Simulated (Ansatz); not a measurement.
InSe (started from an entry of an open crystallographic database) (r2SCAN+rVV10 geometry), in Ansatz:

```cif
data_structure
_symmetry_space_group_name_H-M 'R3m:H'
_symmetry_Int_Tables_number 160
_cell_length_a 4.0211
_cell_length_b 4.0211
_cell_length_c 25.2320
_cell_angle_alpha 90.000
_cell_angle_beta 90.000
_cell_angle_gamma 120.000
_cell_volume 353.33
loop_
_atom_site_label
_atom_site_type_symbol
_atom_site_symmetry_multiplicity
_atom_site_Wyckoff_symbol
_atom_site_fract_x
_atom_site_fract_y
_atom_site_fract_z
_atom_site_occupancy
In1 In 3 a 0.00000 0.00000 0.00048 1
In2 In 3 a 0.00000 0.00000 0.11087 1
Se1 Se 3 a 0.33333 0.66667 0.28362 1
Se2 Se 3 a 0.66667 0.33333 0.16103 1
```

G0W0@r2SCAN with 645 empty bands, a screening cutoff of 180 eV and a 4×4×4 mesh (PAW, contour deformation) gives 1.320 eV over the mesh points, from an r2SCAN gap of 0.819 eV; it sums over 674 bands with 661 plane waves in the screening and a wave cutoff of 500 eV. The G0W0 figures hold for the stated bands, cutoff and mesh and aren't extrapolated. No spin polarisation and no zero-point or thermal motion.

Question: Estimate the gap with empty bands 1253, screening cutoff 260 eV.

Answer: 1.316 eV (-0.004 eV), from a Kohn-Sham gap of 0.819 eV.

Question: Estimate the gap with frequency model Godby-Needs pole.

Answer: 1.356 eV (+0.036 eV), from a Kohn-Sham gap of 0.819 eV.

Question: Estimate the gap with starting point HSE06.

Answer: 1.488 eV (+0.168 eV), from a Kohn-Sham gap of 1.137 eV.

Question: Estimate the gap with starting point PBE0.

Answer: 1.641 eV (+0.321 eV), from a Kohn-Sham gap of 1.731 eV.

No spin-orbit coupling is included; it can move band edges with weight on the heavy atoms by tenths of an eV.

The program warns that the k mesh is coarse for exact exchange in some of these runs, so their gaps aren't converged.

With a shallow d shell on the cation, G0W0 converges slowly in bands and cutoff, so these values are in doubt.
